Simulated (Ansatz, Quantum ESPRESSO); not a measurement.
# 4 layers of Au in Rh(100), on the host's sites: ballistic transmission, part 2 of 4

Aim: the zero-bias transmission with pwcond for this junction: 4 layers of Au in Rh(100), on the host's sites.

Quantum ESPRESSO 7.5; plane-wave DFT, PBE, JTH PAW pseudopotentials; cross-check by Ansatz 0.2.0 with PAW datasets.

So far. Step 2 (Ground state): The run needed 19 iterations to bring the estimated error under 1e-07 Ry; the largest force on any atom, held or free, is 0.43 eV/Å.

## Step 3: The open system

Level of this step: transmission by pwcond, lead and junction from one cell; plane-wave DFT, PBE, JTH PAW pseudopotentials (Quantum ESPRESSO).

prefixt takes both regions from one run: the lead from 0 to bdl, the scattering region from bdl to bds (units of alat). ikind = 1 puts the same lead on both sides. The program's T_tot counts both spins in a run without spin; the tables below give T per spin.

Contents of cond.in:

```
&inputcond
  outdir = './out'
  prefixt = 'scf'
  tran_file = 'cond.dat'
  bdl = 2.8284271247
  bds = 14.9642461890
  ikind = 1
  ewind = 4.0
  epsproj = 1e-05
  nz1 = 7
  energy0 = 0.4
  denergy = -0.4
/
15
  0.00000000 0.00000000 0.01562500
  0.00000000 0.12500000 0.06250000
  0.00000000 0.25000000 0.06250000
  0.00000000 0.37500000 0.06250000
  0.00000000 0.50000000 0.03125000
  0.12500000 0.12500000 0.06250000
  0.12500000 0.25000000 0.12500000
  0.12500000 0.37500000 0.12500000
  0.12500000 0.50000000 0.06250000
  0.25000000 0.25000000 0.06250000
  0.25000000 0.37500000 0.12500000
  0.25000000 0.50000000 0.06250000
  0.37500000 0.37500000 0.06250000
  0.37500000 0.50000000 0.06250000
  0.50000000 0.50000000 0.01562500
3
```

Command:

```
$ OMP_NUM_THREADS=1 mpirun -n 4 pwcond.x -in cond.in > cond.out
```

Log:

```text
[banner, memory and clock lines left out]
Program PWCOND v.7.5 starts

          URL

     ./out/scf.save/
     file Rh.GGA_PBE-JTH.UPF: wavefunction(s)  5S 4P 0P 4D 0D renormalized
     file Au.GGA_PBE-JTH.UPF: wavefunction(s)  6S 0S 6P 0P 5D 0D renormalized

     IMPORTANT: XC functional enforced from input :
     Exchange-correlation= PBE
                           (   1   4   3   4   0   0   0)
     Any further DFT definition will be discarded
     Please, verify this is what you really want

     Reading collected, re-writing distributed wavefunctions

===== INPUT FILE containing all the regions =====

     GEOMETRY:

     lattice parameter (alat)  =       5.1178  a.u.
     the volume                =    2005.8700 (a.u.)^3
     the cross section         =      26.1918 (a.u.)^2
     l of the unit cell        =      14.9642 (alat)
     number of atoms/cell      =           20
     number of atomic types    =            2

     crystal axes: (cart. coord. in units of alat)
               a(1) = (  1.0000  0.0000  0.0000 )
               a(2) = (  0.0000  1.0000  0.0000 )
               a(3) = (  0.0000  0.0000 14.9642 )

   Cartesian axes

     site n.     atom                  positions (alat units)
          1        Rh     tau(  1)=(  0.0000  0.0000 14.9642  )
          2        Rh     tau(  2)=(  0.5000  0.5000  0.7071  )
          3        Rh     tau(  3)=(  0.0000  0.0000  1.4142  )
          4        Rh     tau(  4)=(  0.5000  0.5000  2.1213  )
          5        Rh     tau(  5)=(  0.0000  0.0000  2.8284  )
          6        Rh     tau(  6)=(  0.5000  0.5000  3.5355  )
          7        Rh     tau(  7)=(  0.0000  0.0000  4.2426  )
          8        Rh     tau(  8)=(  0.5000  0.5000  4.9497  )
          9        Au     tau(  9)=(  0.0000  0.0000  5.7596  )
         10        Au     tau( 10)=(  0.5000  0.5000  6.6723  )
         11        Au     tau( 11)=(  0.0000  0.0000  7.5849  )
         12        Au     tau( 12)=(  0.5000  0.5000  8.4975  )
         13        Rh     tau( 13)=(  0.0000  0.0000  9.3074  )
         14        Rh     tau( 14)=(  0.5000  0.5000 10.0145  )
         15        Rh     tau( 15)=(  0.0000  0.0000 10.7216  )
         16        Rh     tau( 16)=(  0.5000  0.5000 11.4287  )
         17        Rh     tau( 17)=(  0.0000  0.0000 12.1358  )
         18        Rh     tau( 18)=(  0.5000  0.5000 12.8429  )
         19        Rh     tau( 19)=(  0.0000  0.0000 13.5500  )
         20        Rh     tau( 20)=(  0.5000  0.5000 14.2571  )

     nr1s                      =           24
     nr2s                      =           24
     nr3s                      =          360
     nr1sx                     =           24
     nr2sx                     =           24
     nr3sx                     =          360
     nr1                       =           32
     nr2                       =           32
     nr3                       =          480
     nr1x                      =           32
     nr2x                      =           32
     nr3x                      =          480

 _______________________________
  Radii of nonlocal spheres:

     type       ibeta     ang. mom.          radius (alat units)
       Rh         1         0                    0.4320
       Rh         2         0                    0.4320
       Rh         3         1                    0.4320
       Rh         4         1                    0.4320
       Rh         5         2                    0.4320
       Rh         6         2                    0.4320
       Au         1         0                    0.4955
       Au         2         0                    0.4955
       Au         3         1                    0.4955
       Au         4         1                    0.4955
       Au         5         2                    0.4955
       Au         6         2                    0.4955
----- General information -----

--- T calc. with identical leads (ikind=1) ---

     nrx                       =           24
     nry                       =           24
     nz1                       =            7

     energy0               =         4.0E-01
     denergy               =        -4.0E-01
     nenergy               =          3
     ecut2d                =         4.5E+01
     ewind                 =         4.0E+00
     epsproj               =         1.0E-05

     number of k_|| points=   15
                       cryst. coord.
        k(    1) = (   0.0000000   0.0000000), wk =   0.0156250
        k(    2) = (   0.0000000   0.1250000), wk =   0.0625000
        k(    3) = (   0.0000000   0.2500000), wk =   0.0625000
        k(    4) = (   0.0000000   0.3750000), wk =   0.0625000
        k(    5) = (   0.0000000   0.5000000), wk =   0.0312500
        k(    6) = (   0.1250000   0.1250000), wk =   0.0625000
        k(    7) = (   0.1250000   0.2500000), wk =   0.1250000
        k(    8) = (   0.1250000   0.3750000), wk =   0.1250000
        k(    9) = (   0.1250000   0.5000000), wk =   0.0625000
        k(   10) = (   0.2500000   0.2500000), wk =   0.0625000
        k(   11) = (   0.2500000   0.3750000), wk =   0.1250000
        k(   12) = (   0.2500000   0.5000000), wk =   0.0625000
        k(   13) = (   0.3750000   0.3750000), wk =   0.0625000
        k(   14) = (   0.3750000   0.5000000), wk =   0.0625000
        k(   15) = (   0.5000000   0.5000000), wk =   0.0156250
----- Information about left/right lead -----

     nocros                   =           18
     noins                    =           54
     norb                     =           90
     norbf                    =          306
     nrz                      =           68

      iorb      type   ibeta   ang. mom.   m       position (alat)
        1        1       1        0        1   taunew(   1)=(  0.0000  0.0000  0.0000)
        2        1       2        0        1   taunew(   2)=(  0.0000  0.0000  0.0000)
        3        1       3        1        1   taunew(   3)=(  0.0000  0.0000  0.0000)
        4        1       3        1        2   taunew(   4)=(  0.0000  0.0000  0.0000)
        5        1       3        1        3   taunew(   5)=(  0.0000  0.0000  0.0000)
        6        1       4        1        1   taunew(   6)=(  0.0000  0.0000  0.0000)
        7        1       4        1        2   taunew(   7)=(  0.0000  0.0000  0.0000)
        8        1       4        1        3   taunew(   8)=(  0.0000  0.0000  0.0000)
        9        1       5        2        1   taunew(   9)=(  0.0000  0.0000  0.0000)
       10        1       5        2        2   taunew(  10)=(  0.0000  0.0000  0.0000)
       11        1       5        2        3   taunew(  11)=(  0.0000  0.0000  0.0000)
[...]
4 -->     4     0.21247     0.78753
   Total T_j, R_j =    0.21247  0.78753

E-Ef(ev), T(x2 spins) =    0.4000000   0.4250000
---  E-Ef =    0.0000000  k =    0.0000000   0.0000000
---  ie =          2  ik =          1
 Nchannels of the left tip =            4
 Right moving states:
   k1(2pi/a)   k2(2pi/a)   E-Ef (eV)
   0.2021445   0.0000006   0.0000000
   0.3909948   0.0000237   0.0000000
   0.4545304   0.0000027   0.0000000
   0.4545304   0.0000027   0.0000000
 Left moving states:
   k1(2pi/a)   k2(2pi/a)   E-Ef (eV)
  -0.2021445   0.0000006   0.0000000
  -0.3909948   0.0000237   0.0000000
  -0.4545304   0.0000027   0.0000000
  -0.4545304   0.0000027   0.0000000

 to transmit
 Band j to band i transmissions and reflections:
    j         i     |T_ij|^2    |R_ij|^2

    1 -->     1     0.00000     1.00000
    1 -->     2     0.00000     0.00000
    1 -->     3     0.00000     0.00000
    1 -->     4     0.00000     0.00000
   Total T_j, R_j =    0.00000  1.00000

    2 -->     1     0.00000     0.00000
    2 -->     2     0.29454     0.70546
    2 -->     3     0.00000     0.00000
    2 -->     4     0.00000     0.00000
   Total T_j, R_j =    0.29454  0.70546

    3 -->     1     0.00000     0.00000
    3 -->     2     0.00000     0.00000
    3 -->     3     0.00003     0.00704
    3 -->     4     0.00000     0.99293
   Total T_j, R_j =    0.00003  0.99997

    4 -->     1     0.00000     0.00000
    4 -->     2     0.00000     0.00000
    4 -->     3     0.00000     0.99293
    4 -->     4     0.00003     0.00704
   Total T_j, R_j =    0.00003  0.99997

E-Ef(ev), T(x2 spins) =    0.0000000   0.5891935
---  E-Ef =   -0.4000000  k =    0.0000000   0.0000000
---  ie =          3  ik =          1
 Nchannels of the left tip =            4
 Right moving states:
   k1(2pi/a)   k2(2pi/a)   E-Ef (eV)
  -0.1460016   0.0000006  -0.4000000
   0.3239843   0.0000026  -0.4000000
   0.3239843   0.0000026  -0.4000000
   0.3302996   0.0000237  -0.4000000
 Left moving states:
   k1(2pi/a)   k2(2pi/a)   E-Ef (eV)
   0.1460016   0.0000006  -0.4000000
  -0.3239843   0.0000026  -0.4000000
  -0.3239843   0.0000026  -0.4000000
  -0.3302996   0.0000237  -0.4000000

 to transmit
 Band j to band i transmissions and reflections:
    j         i     |T_ij|^2    |R_ij|^2

    1 -->     1     0.00000     1.00000
    1 -->     2     0.00000     0.00000
    1 -->     3     0.00000     0.00000
    1 -->     4     0.00000     0.00000
   Total T_j, R_j =    0.00000  1.00000

    2 -->     1     0.00000     0.00000
    2 -->     2     0.00006     0.22932
    2 -->     3     0.00000     0.77062
    2 -->     4     0.00000     0.00000
   Total T_j, R_j =    0.00006  0.99994

    3 -->     1     0.00000     0.00000
    3 -->     2     0.00000     0.77062
    3 -->     3     0.00006     0.22932
    3 -->     4     0.00000     0.00000
   Total T_j, R_j =    0.00006  0.99994

    4 -->     1     0.00000     0.00000
    4 -->     2     0.00000     0.00000
    4 -->     3     0.00000     0.00000
    4 -->     4     0.41653     0.58347
   Total T_j, R_j =    0.41653  0.58347

E-Ef(ev), T(x2 spins) =   -0.4000000   0.8332915
 ngper, shell number =           95          47
 ngper, n2d =           95          71
[... further energies and points left out ...]
---  E-Ef =    0.4000000  k =    0.5000000   0.5000000
---  ie =          1  ik =         15
 Nchannels of the left tip =            4
 Right moving states:
   k1(2pi/a)   k2(2pi/a)   E-Ef (eV)
  -0.1900760   0.0000036   0.4000000
  -0.1900760   0.0000036   0.4000000
  -0.2057260   0.0000000   0.4000000
  -0.2075055  -0.0000119   0.4000000
 Left moving states:
   k1(2pi/a)   k2(2pi/a)   E-Ef (eV)
   0.1900760   0.0000036   0.4000000
   0.1900760   0.0000036   0.4000000
   0.2057260   0.0000000   0.4000000
   0.2075055  -0.0000119   0.4000000

 to transmit
 Band j to band i transmissions and reflections:
    j         i     |T_ij|^2    |R_ij|^2

    1 -->     1     0.00331     0.04679
    1 -->     2     0.00000     0.94989
    1 -->     3     0.00000     0.00000
    1 -->     4     0.00000     0.00000
   Total T_j, R_j =    0.00331  0.99669

    2 -->     1     0.00000     0.94989
    2 -->     2     0.00331     0.04679
    2 -->     3     0.00000     0.00000
    2 -->     4     0.00000     0.00000
   Total T_j, R_j =    0.00331  0.99669

    3 -->     1     0.00000     0.00000
    3 -->     2     0.00000     0.00000
    3 -->     3     0.00002     0.99998
    3 -->     4     0.00000     0.00000
   Total T_j, R_j =    0.00002  0.99998

    4 -->     1     0.00000     0.00000
    4 -->     2     0.00000     0.00000
    4 -->     3     0.00000     0.00000
    4 -->     4     0.00002     0.99998
   Total T_j, R_j =    0.00002  0.99998

E-Ef(ev), T(x2 spins) =    0.4000000   0.0133314
---  E-Ef =    0.0000000  k =    0.5000000   0.5000000
---  ie =          2  ik =         15
 Nchannels of the left tip =            4
 Right moving states:
   k1(2pi/a)   k2(2pi/a)   E-Ef (eV)
  -0.2675936   0.0000035   0.0000000
  -0.2675936   0.0000035   0.0000000
  -0.4192466   0.0000000   0.0000000
  -0.4201846  -0.0000086   0.0000000
 Left moving states:
   k1(2pi/a)   k2(2pi/a)   E-Ef (eV)
   0.2675936   0.0000035   0.0000000
   0.2675936   0.0000035   0.0000000
   0.4192466   0.0000000   0.0000000
   0.4201846  -0.0000086   0.0000000

 to transmit
 Band j to band i transmissions and reflections:
    j         i     |T_ij|^2    |R_ij|^2

    1 -->     1     0.00420     0.01911
    1 -->     2     0.00000     0.97668
    1 -->     3     0.00000     0.00000
    1 -->     4     0.00000     0.00000
   Total T_j, R_j =    0.00420  0.99580

    2 -->     1     0.00000     0.97668
    2 -->     2     0.00420     0.01911
    2 -->     3     0.00000     0.00000
    2 -->     4     0.00000     0.00000
   Total T_j, R_j =    0.00420  0.99580

    3 -->     1     0.00000     0.00000
    3 -->     2     0.00000     0.00000
    3 -->     3     0.00008     0.99992
    3 -->     4     0.00000     0.00000
   Total T_j, R_j =    0.00008  0.99992

    4 -->     1     0.00000     0.00000
    4 -->     2     0.00000     0.00000
    4 -->     3     0.00000     0.00000
    4 -->     4     0.00009     0.99991
   Total T_j, R_j =    0.00009  0.99991

E-Ef(ev), T(x2 spins) =    0.0000000   0.0171569
---  E-Ef =   -0.4000000  k =    0.5000000   0.5000000
---  ie =          3  ik =         15
 Nchannels of the left tip =            4
 Right moving states:
   k1(2pi/a)   k2(2pi/a)   E-Ef (eV)
  -0.3409506   0.0000034  -0.4000000
  -0.3409506   0.0000034  -0.4000000
   0.4223767  -0.0000057  -0.4000000
   0.4231689   0.0000000  -0.4000000
 Left moving states:
   k1(2pi/a)   k2(2pi/a)   E-Ef (eV)
   0.3409506   0.0000034  -0.4000000
   0.3409506   0.0000034  -0.4000000
  -0.4223768  -0.0000057  -0.4000000
  -0.4231689   0.0000000  -0.4000000

 to transmit
 Band j to band i transmissions and reflections:
    j         i     |T_ij|^2    |R_ij|^2

    1 -->     1     0.00483     0.00665
    1 -->     2     0.00000     0.98852
    1 -->     3     0.00000     0.00000
    1 -->     4     0.00000     0.00000
   Total T_j, R_j =    0.00483  0.99517

    2 -->     1     0.00000     0.98852
    2 -->     2     0.00483     0.00665
    2 -->     3     0.00000     0.00000
    2 -->     4     0.00000     0.00000
   Total T_j, R_j =    0.00483  0.99517

    3 -->     1     0.00000     0.00000
    3 -->     2     0.00000     0.00000
    3 -->     3     0.00014     0.99986
    3 -->     4     0.00000     0.00000
   Total T_j, R_j =    0.00014  0.99986

    4 -->     1     0.00000     0.00000
    4 -->     2     0.00000     0.00000
    4 -->     3     0.00000     0.00000
    4 -->     4     0.00014     0.99986
   Total T_j, R_j =    0.00014  0.99986

E-Ef(ev), T(x2 spins) =   -0.4000000   0.0198723
   T_tot     0.40000      0.10998E+01
   T_tot     0.00000      0.12665E+01
   T_tot    -0.40000      0.68012E+00

Note: The following floating-point exceptions are signalling: IEEE_UNDERFLOW_FLAG
Note: The following floating-point exceptions are signalling: IEEE_UNDERFLOW_FLAG
Note: The following floating-point exceptions are signalling: IEEE_UNDERFLOW_FLAG
Note: The following floating-point exceptions are signalling: IEEE_UNDERFLOW_FLAG
```

Wall time 90 s (4 MPI ranks of Arm Neoverse V2, shared host); peak memory 0.35 GiB; 6 min of CPU time.

Numbers from this step:

| Property | Result |
| --- | --- |
| lead channels at the Fermi level, one spin | 2.312 |
| transmission at the Fermi level, one spin | 0.6333 |
| conductance | 0.6333 G₀ |

Per spin; mean over the k mesh across the current. Table of open channels, zone mean by energy, zero at the Fermi level:

```
energy (eV)  open channels, zone mean
     -0.400                         2
      0.000                      2.31
      0.400                      1.88
```

Per spin; mean over the k mesh across the current. The transmission, zone mean by energy, zero at the Fermi level:

| energy (eV) | transmission, zone mean |
| --- | --- |
| -0.400 | 0.340 |
| 0.000 | 0.633 |
| 0.400 | 0.550 |

At 0.000 eV; k in fractions of b1, b2. Transmission by k point:

```
   k1     k2   weight         t  channels
    0      0  0.01562    0.2946         4
    0  0.125   0.0625    0.8814         3
    0   0.25   0.0625    0.8755         2
    0  0.375   0.0625   5.00e-7         2
    0    0.5  0.03125     1.058         4
0.125  0.125   0.0625    0.9257         2
0.125   0.25    0.125    0.9392         2
0.125  0.375    0.125    0.8652         3
0.125    0.5   0.0625  0.004246         2
 0.25   0.25   0.0625     0.906         2
 0.25  0.375    0.125    0.9846         3
 0.25    0.5   0.0625         0         0
0.375  0.375   0.0625    0.3507         2
0.375    0.5   0.0625  0.005963         2
  0.5    0.5  0.01562  0.008578         4
```

The program's own clock; routines nest. Time by routine:

| routine | wall time (s) | calls |
| --- | --- | --- |
| PWCOND | 89.03 | 1 |
| scatter_forw | 75.95 | 90 |
| local | 4.9 | 15 |
| compbs | 3.53 | 45 |
| compbs_2 | 2.88 | 45 |
| init | 1.79 | 1 |
| poten | 0.07 | 1 |

The run is unpolarised; a magnetic state was not tried, may lie lower and would change T.

At no point does T exceed the number of channels.

(Continued in part 3 of 4.)

[Logs are printed without paths, hosts, clocks, repeated set-up lines and the standing remarks that a program may print on its own settings, such as how far it seeks lower states.]

[Hosts, paths, dates, database ids (printed as entryN), source tags and the programs' standing remarks are cut or masked in the printed files.]

[Maps of the electrostatic potential energy from Ansatz leave out the sawtooth potential of an applied field or a dipole correction, so their vacuum need not be flat; planar profiles and work functions include it.]
